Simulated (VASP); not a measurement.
# RbBr (Pm-3m) in VASP: notebook, part 2 of 2

VASP 6.6.1. The steps go on from the part before.

### Step 3. Single point, PBE (one atom moved)

Input file INCAR:

```
ALGO = Fast
EDIFF = 1E-6
ENCUT = 520
GGA = PE
ISIF = 2
ISMEAR = 0
LASPH = True
LCHARG = False
LREAL = False
LWAVE = False
NBANDS = 15
NELM = 100
PREC = Accurate
SIGMA = 0.02
```

Input file KPOINTS:

```
k-points
0
Gamma
  6 6 6
```

Input file POSCAR:

```
RbBr
1.0
    4.1260773000      0.0000000000      0.0000000000
    0.0000000000      4.1260773000      0.0000000000
    0.0000000000      0.0000000000      4.1260773000
Rb Br
1 1
Direct
   -0.0216428325      0.0027095954      0.0001987360
    0.5000000000      0.5000000000      0.5000000000
```

Potentials or basis: VASP PAW PBE potentials, release 64 (Rb_sv, Br).

Started as:

```console
$ cat potpaw_PBE.64/Rb_sv/POTCAR potpaw_PBE.64/Br/POTCAR > POTCAR
$ mpirun -np 1 vasp_std > vasp.out
```

OUTCAR:

```text
EDIFF = 1E-6
   ENCUT = 520
   GGA = PE
   ISIF = 2
   ISMEAR = 0
   LASPH = True
   LREAL = False
   NELM = 100
   PREC = Accurate

 ion  position               nearest neighbor table
   1  0.978  0.003  0.000-   2 3.52   2 3.52   2 3.53   2 3.53   2 3.62   2 3.62   2 3.63   2 3.63

   2  0.500  0.500  0.500-   1 3.52   1 3.52   1 3.53   1 3.53   1 3.62   1 3.62   1 3.63   1 3.63

  LATTYP: Found a simple cubic cell.
 ALAT       =     4.1260773000

  Lattice vectors:

 A1 = (   4.1260773000,   0.0000000000,   0.0000000000)
 A2 = (   0.0000000000,   4.1260773000,   0.0000000000)
 A3 = (   0.0000000000,   0.0000000000,   4.1260773000)

Analysis of symmetry for initial positions (statically):
=====================================================================
 Subroutine PRICEL returns:
 Original cell was already a primitive cell.

 Routine SETGRP: Setting up the symmetry group for a
 simple cubic supercell.

 Subroutine GETGRP returns: Found  1 space group operations
 (whereof  1 operations were pure point group operations)
 out of a pool of 48 trial point group operations.

The static configuration has the point symmetry C_1 .

Analysis of symmetry for dynamics (positions and initial velocities):
=====================================================================
 Subroutine PRICEL returns:
 Original cell was already a primitive cell.

 Routine SETGRP: Setting up the symmetry group for a
 simple cubic supercell.

 Subroutine GETGRP returns: Found  1 space group operations
 (whereof  1 operations were pure point group operations)
 out of a pool of 48 trial point group operations.

The dynamic configuration has the point symmetry C_1 .

 Subroutine INISYM returns: Found  1 space group operations
 (whereof  1 operations are pure point group operations),
 and found     1 'primitive' translations

----------------------------------------------------------------------------------------

                                     Primitive cell
[... 122 lines left out ...]
 non-spin polarized calculation
 RMM-DIIS sequential band-by-band and
 Gauss-broadening in eV      SIGMA  =   0.02
  energy-cutoff  :      520.00
  volume of cell :       70.24
 maximum number of plane-waves:      1924
   NGX = 15   NGY = 15   NGZ = 15

 number of electron      16.0000002 magnetization

 Free energy of the ion-electron system (eV)
  ---------------------------------------------------
  ext. energy  EPLUGINS =         0.00000000
  ---------------------------------------------------
  free energy    TOTEN  =        -5.99241464 eV

  energy without entropy =       -5.99241464  energy(sigma->0) =       -5.99241464

 E-fermi :  -0.4971     XC(G=0):  -7.9273

 val. band max:       -0.6666521040   @ k =   0.0000   0.5000   0.5000
 cond. band min:       3.4167486974   @ k =   0.0000   0.0000   0.0000
 fundamental gap:      4.0834008014
 Fermi energy:        -0.4970886667

 k-point     1 :       0.0000    0.0000    0.0000
  band No.  band energies     occupation
      1     -25.7664      2.00000
      2     -13.2846      2.00000
      3      -9.7500      2.00000
      4      -9.7500      2.00000
      5      -9.7494      2.00000
      6      -0.8228      2.00000
      7      -0.8200      2.00000
      8      -0.8200      2.00000
      9       3.4167      0.00000
     10       4.9133      0.00000
     11       4.9328      0.00000
     12       9.2589      0.00000
     13       9.2729      0.00000
     14       9.2730      0.00000
[... 401 lines left out ...]
      2     -13.2483      2.00000
      3      -9.8953      2.00000
      4      -9.7759      2.00000
      5      -9.7052      2.00000
      6      -1.9615      2.00000
      7      -1.1471      2.00000
      8      -0.8406      2.00000
      9       5.4860      0.00000
     10       5.8983      0.00000
     11       6.9336      0.00000
     12       8.3162      0.00000
     13       8.4510      0.00000
     14       9.3671      0.00000
     15       9.9236      0.00000

 [... further k-points ...]

------------------------ aborting loop because EDIFF is reached ----------------------------------------

  FORCE on cell =-STRESS in cart. coord.  units (eV):
  Direction    XX          YY          ZZ          XY          YZ          ZX
  --------------------------------------------------------------------------------------
  -------------------------------------------------------------------------------------
  Total        0.3788189      0.3867253      0.3868735     -0.0045886      0.0000385     -0.0003412
  in kB        8.6403269      8.8206609      8.8240400     -0.1046604      0.0008784     -0.0077813
  external PRESSURE =       8.7616759 kB  Pullay stress =       0.0000000 kB

 VOLUME and BASIS-vectors are now :
 -----------------------------------------------------------------------------
  energy-cutoff  :      520.00
  volume of cell :       70.24
      direct lattice vectors                 reciprocal lattice vectors
     4.126077300  0.000000000  0.000000000     0.242360947  0.000000000  0.000000000
     0.000000000  4.126077300  0.000000000     0.000000000  0.242360947  0.000000000
     0.000000000  0.000000000  4.126077300     0.000000000  0.000000000  0.242360947

 POSITION                                       TOTAL-FORCE (eV/Angst)
 -----------------------------------------------------------------------------------
      4.03678      0.01118      0.00082         0.073154     -0.009380     -0.000679
      2.06304      2.06304      2.06304        -0.073154      0.009380      0.000679
 -----------------------------------------------------------------------------------
    total drift:                               -0.001008      0.000138      0.000027

  FREE ENERGIE OF THE ION-ELECTRON SYSTEM (eV)
  ---------------------------------------------------
  free  energy   TOTEN  =        -5.9924146420 eV

  energy  without entropy=       -5.9924146420  energy(sigma->0) =       -5.99241464
```

OSZICAR:

```text
N       E                     dE             d eps       ncg     rms          rms(c)
DAV:   1     0.792069455006E+02    0.79207E+02   -0.68616E+03  3360   0.932E+02
DAV:   2    -0.107060733628E+01   -0.80278E+02   -0.74940E+02  4705   0.168E+02
DAV:   3    -0.608917810559E+01   -0.50186E+01   -0.49992E+01  4509   0.421E+01
DAV:   4    -0.622621776220E+01   -0.13704E+00   -0.13702E+00  4846   0.623E+00
DAV:   5    -0.622724379096E+01   -0.10260E-02   -0.10260E-02  4711   0.532E-01    0.262E+00
RMM:   6    -0.602262151023E+01    0.20462E+00   -0.17453E-01  3864   0.171E+00    0.175E+00
RMM:   7    -0.599030756088E+01    0.32314E-01   -0.13310E-01  4607   0.155E+00    0.899E-01
RMM:   8    -0.599300198729E+01   -0.26944E-02   -0.10996E-02  3965   0.600E-01    0.190E-01
RMM:   9    -0.599234488355E+01    0.65710E-03   -0.16579E-03  5075   0.217E-01    0.108E-01
RMM:  10    -0.599244439013E+01   -0.99507E-04   -0.11460E-03  4687   0.162E-01    0.722E-02
RMM:  11    -0.599240397342E+01    0.40417E-04   -0.17533E-04  5211   0.643E-02    0.858E-03
RMM:  12    -0.599241103157E+01   -0.70582E-05   -0.47580E-05  5421   0.337E-02    0.639E-03
RMM:  13    -0.599241364994E+01   -0.26184E-05   -0.16088E-05  5126   0.178E-02    0.101E-03
RMM:  14    -0.599241464202E+01   -0.99208E-06   -0.65652E-06  4579   0.102E-02
   1 F= -.59924146E+01 E0= -.59924146E+01  d E =-.380019E-35
```

Run time: 60 s. Hardware: 1 thread of Intel Xeon Platinum 8488C (Sapphire Rapids), shared host; peak memory 0.26 GiB.

What came out:

```yaml
Free_energy: -5.9924 eV
Pressure: 0.9 GPa
Largest_force: 0.074 eV/Å
Band_gap_on_the_k_mesh: 4.08 eV, indirect (least direct gap 4.24 eV)
```

Forces on the atoms (eV/Å):
```
Rb   0.073 -0.009 -0.001
Br  -0.073  0.009  0.001
```

Levels at points of the mesh, in eV from the valence-band top:
```tsv
k point	band 5	band 6	band 7	band 8	band 9	band 10	band 11	band 12
(0.00, 0.00, 0.00)	-9.08	-0.16	-0.15	-0.15	4.08	5.58	5.60	9.93
(0.50, 0.00, 0.00)	-9.04	-1.72	-0.23	-0.23	6.88	7.10	7.65	8.73
(0.00, 0.50, 0.00)	-9.04	-1.72	-0.23	-0.22	6.88	7.09	7.64	8.66
(0.00, 0.00, 0.50)	-9.04	-1.72	-0.23	-0.22	6.88	7.09	7.63	8.66
(0.50, 0.50, 0.00)	-9.00	-1.05	-1.05	0.00	5.32	6.22	7.97	7.98
(0.00, 0.50, 0.50)	-9.00	-1.05	-1.05	0.00	5.32	6.23	7.97	7.97
(0.50, 0.00, 0.50)	-9.00	-1.05	-1.05	0.00	5.32	6.22	7.97	7.98
(0.50, 0.50, 0.50)	-9.31	-1.33	-1.33	-1.33	8.20	8.20	8.24	9.37
```

### Step 4. Single point, PBE (one atom moved)

Input file INCAR:

```
SYSTEM = RbBr
PREC = Accurate
ENCUT = 520
EDIFF = 1E-6
ISMEAR = 0
SIGMA = 0.02
LREAL = .False.
LASPH = .True.
NELM = 100
ALGO = Normal
ISIF = 2
LWAVE = .False.
LCHARG = .False.
GGA = PE
NBANDS = 15
```

Input file KPOINTS:

```
regular mesh
0
Gamma
  6 6 6
  0 0 0
```

POSCAR: that of step 3 with these lines changed.

```diff
@@ -8,3 +8,3 @@
 Direct
-   -0.0216428325      0.0027095954      0.0001987360
+    0.0000000000      0.0363541420      0.0000000000
     0.5000000000      0.5000000000      0.5000000000
```

Started as:

```console
$ cat potpaw_PBE.64/Rb_sv/POTCAR potpaw_PBE.64/Br/POTCAR > POTCAR
$ mpirun -np 1 vasp_std > vasp.out
```

Wall time 20 s (1 thread of Intel Xeon Platinum 8488C (Sapphire Rapids), shared host); peak memory 0.19 GiB.

Results (log left out):

```
Free energy            : -5.9865 eV
Pressure               : 0.9 GPa
Largest force          : 0.124 eV/Å
Band gap on the k mesh : 4.09 eV, indirect (least direct gap 4.24 eV)
```

Forces on the atoms (eV/Å):
```
Rb   0.000 -0.124  0.000
Br   0.000  0.124  0.000
```

Levels at points of the mesh, in eV from the valence-band top:
| k point | band 5 | band 6 | band 7 | band 8 | band 9 | band 10 | band 11 | band 12 |
| --- | --- | --- | --- | --- | --- | --- | --- | --- |
| (0.00, 0.00, 0.00) | -9.07 | -0.16 | -0.15 | -0.15 | 4.09 | 5.58 | 5.63 | 9.92 |
| (0.50, 0.00, 0.00) | -9.03 | -1.71 | -0.23 | -0.22 | 6.87 | 7.08 | 7.62 | 8.59 |
| (0.00, 0.50, 0.00) | -9.03 | -1.71 | -0.23 | -0.23 | 6.86 | 7.11 | 7.67 | 8.76 |
| (0.50, 0.50, 0.00) | -8.99 | -1.05 | -1.05 | -0.01 | 5.32 | 6.23 | 7.98 | 7.99 |
| (0.50, 0.00, 0.50) | -9.00 | -1.05 | -1.05 | 0.00 | 5.33 | 6.26 | 7.98 | 7.98 |
| (0.50, 0.50, 0.50) | -9.30 | -1.33 | -1.33 | -1.33 | 8.14 | 8.14 | 8.25 | 9.39 |

A k mesh can miss the band edges.
